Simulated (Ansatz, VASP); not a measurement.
**NaF: VASP beside Ansatz**

INCAR

```
SYSTEM = NaF
ALGO     = Normal         ! electronic algorithm
EDIFF    = 1E-6           ! SCF threshold, eV
ENCUT    = 520            ! plane-wave cutoff, eV
GGA      = PE             ! functional
ISIF     = 2              ! what is computed and relaxed
ISMEAR   = -1             ! smearing method
LASPH    = .True.         ! aspherical terms in the spheres
LCHARG   = .True.         ! write CHGCAR
LELF     = .True.         ! ELF
LREAL    = .False.        ! projectors in reciprocal space
LVHAR    = .True.       
LWAVE    = .False.        ! write WAVECAR
NBANDS   = 14             ! bands
NELM     = 60             ! most SCF steps
PREC     = Accurate       ! precision mode
SIGMA    = 0.03           ! smearing width, eV
```

File KPOINTS:

```
k-points
0
Gamma
  3 3 3
  0 0 0
```

POSCAR

```
NaF
1.0
    0.0000000000      2.3233000000      2.3233000000
    2.3233000000      0.0000000000      2.3233000000
    2.3233000000      2.3233000000      0.0000000000
Na F
1 1
Direct
    0.0000000000      0.0000000000      0.0000000000
    0.5000000000      0.5000000000      0.5000000000
```

Input for Ansatz:

```yaml
crystal:
  lattice:
    - [0.0, 2.3233, 2.3233]
    - [2.3233, 0.0, 2.3233]
    - [2.3233, 2.3233, 0.0]
  atoms:
    - { symbol: Na, position: [0.0, 0.0, 0.0] }
    - { symbol: F, position: [0.5, 0.5, 0.5] }
kpoints:
  mp_grid: { grid: [3, 3, 3] }
scf:
  occupations: { method: fermi_dirac, width: 0.03 }
hamiltonian:
  xc: pbe
  pseudopotentials: { kind: all_electron, lapw: { basis_error: 0.0005 } }
output:
  forces: true
  stress: true
  eigenvalues: true
```

Alike in both runs: task single point; functional PBE; k mesh 3 × 3 × 3; occupations fermi-dirac, width 0.03 eV; no spin polarisation.

|  | VASP | Ansatz |
| --- | --- | --- |
| version | VASP 6.6.1 | Ansatz 0.2.0 |
| potentials or method | VASP PAW PBE potentials, release 64 (Na_pv, F) | all-electron LAPW, scalar-relativistic |
| plane-wave cutoff (eV) | 520 | see its input |

|  | VASP | Ansatz | Ansatz less VASP |
| --- | --- | --- | --- |
| gap on the k mesh at the Fermi level (eV) | 6.25 | 6.26 | +0.011 |
| pressure (GPa) | 1.6 | 1.8 | +0.18 |

Ansatz ran all-electron here, so the differences hold the error of VASP's frozen core and of both bases.

Caveats: the k mesh is coarse (spacing up to 0.78 Å⁻¹), so the values aren't converged. As with any semilocal functional, this PBE gap is likely too small.
